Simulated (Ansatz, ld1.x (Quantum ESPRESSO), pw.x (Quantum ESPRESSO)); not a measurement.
**B (Z = 5): does the RRKJ potential hold in the solid?**

```
Element                 : boron (B)
Generator               : ld1.x (Quantum ESPRESSO) 7.5
Type                    : norm-conserving RRKJ (Kleinman–Bylander form)
Functional              : PBE
Relativity              : scalar-relativistic
Frozen core             : [He]
Valence charge          : 3
Reference configuration : 2s1 2p2
Partial waves           : 2p (bound): rc 2.80 bohr; 2s (bound): rc 1.65 bohr
Local potential         : the s channel
Core correction         : none
```

Crystal test: fcc B in pw.x 7.5, no spin, 18³ k-points, Fermi–Dirac smearing 0.01 Ry, cutoffs 45/180 Ry. The reference is all-electron LAPW (Ansatz 0.2.0) with the same functional, mesh and smearing; V0 and B0 come from Birch–Murnaghan fits to the pressures at five volumes. Errors are pseudo minus all-electron; Δ is the rms difference of the E(V) curves that follow from these fits, minima aligned, over ±6 % about the mean V0. Mesh and smearing are coarse, so the numbers serve the comparison and aren't converged zero-temperature values; the lattice is a test structure that the element need not adopt.

All-electron: a0 = 2.867 Å (V0 = 5.89 Å³/atom), B0 = 270.8 GPa.

Q: How far does the potential miss the all-electron equation of state?

A: mean pressure error (GPa): -3.04; a0 (Å): 2.854; a0 error (%): -0.43; B0 error (%): -15.0; Δ (meV/atom): 4.5. The largest radius (2.80 bohr) exceeds half the bond length (1.92 bohr), so the spheres overlap, which is one possible source of error among others. This is a poor potential for the solid.

| V (Å³/atom) | P all-electron (GPa) | P pseudo (GPa) |
| --- | --- | --- |
| 5.603 | 14.83 | 9.05 |
| 5.751 | 6.76 | 2.59 |
| 5.898 | -0.40 | -3.22 |
| 6.045 | -6.74 | -8.42 |
| 6.193 | -12.37 | -13.10 |

Q: At the middle volume, how do free energy and pressure move when the wave cutoff is lowered (ecutrho kept at four times it)?

A:

```
cutoff (Ry)  shift of F (meV/atom)  shift of P (GPa)
         20                  +32.1             -0.87
         27                  +15.6             +0.86
         36                   +9.0             -0.05
```

Input at the middle volume:

```
&control
  calculation='scf', prefix='x', pseudo_dir='./', outdir='./tmp', tstress=.true., disk_io='none'
/
&system
  ibrav=0, nat=1, ntyp=1, ecutwfc=45, ecutrho=180, nbnd=8,
  occupations='smearing', smearing='fd', degauss=0.01
/
&electrons
  conv_thr=1e-09, mixing_beta=0.4, electron_maxstep=70
/
ATOMIC_SPECIES
B 1.0 B.UPF
CELL_PARAMETERS angstrom
  0.00000000 1.43403007 1.43403007
  1.43403007 0.00000000 1.43403007
  1.43403007 1.43403007 0.00000000
ATOMIC_POSITIONS crystal
B 0.0000 0.0000 0.0000
K_POINTS automatic
18 18 18 0 0 0
```

```bash
pw.x < B.scf.in > B.scf.out
```

Lines of the output:

```
Message from routine setup:
     using ibrav=0 with symmetry is DISCOURAGED, use correct ibrav instead
     lattice parameter (alat)  =       3.8324  a.u.
     unit-cell volume          =      39.8017 (a.u.)^3
     number of electrons       =         3.00
     number of Kohn-Sham states=            8
     kinetic-energy cutoff     =      45.0000  Ry
     charge density cutoff     =     180.0000  Ry
     scf convergence threshold =      1.0E-09
     Exchange-correlation= PBE
     number of k points=   195  Fermi-Dirac smearing, width (Ry)=  0.0100
     iteration #  1     ecut=    45.00 Ry     beta= 0.40
     total energy              =      -5.50400776 Ry
     estimated scf accuracy    <       0.00258027 Ry
     iteration #  2     ecut=    45.00 Ry     beta= 0.40
     total energy              =      -5.50423344 Ry
     estimated scf accuracy    <       0.00092478 Ry
     iteration #  3     ecut=    45.00 Ry     beta= 0.40
     total energy              =      -5.50424913 Ry
     estimated scf accuracy    <       0.00000042 Ry
     iteration #  4     ecut=    45.00 Ry     beta= 0.40
     total energy              =      -5.50424957 Ry
     estimated scf accuracy    <       0.00000031 Ry
     iteration #  5     ecut=    45.00 Ry     beta= 0.40
     the Fermi energy is    14.6774 ev
!    total energy              =      -5.50424959 Ry
     estimated scf accuracy    <          4.9E-10 Ry
     smearing contrib. (-TS)   =      -0.00093414 Ry
     The total energy is F=E-TS. E is the sum of the following terms:
     one-electron contribution =       4.29217879 Ry
     hartree contribution      =       0.01341143 Ry
     xc contribution           =      -2.19545273 Ry
     ewald contribution        =      -7.61345294 Ry
     convergence has been achieved in   5 iterations
          total   stress  (Ry/bohr**3)                   (kbar)     P=      -32.17
     Message from routine punch:
     Nothing written, as per user request (disk_io='none')
```

The run at the middle volume (195 k-points, 5 iterations) took about 3.5 s on one core of a shared host (Neoverse-V1, 32 threads, 247 GiB, load 9).
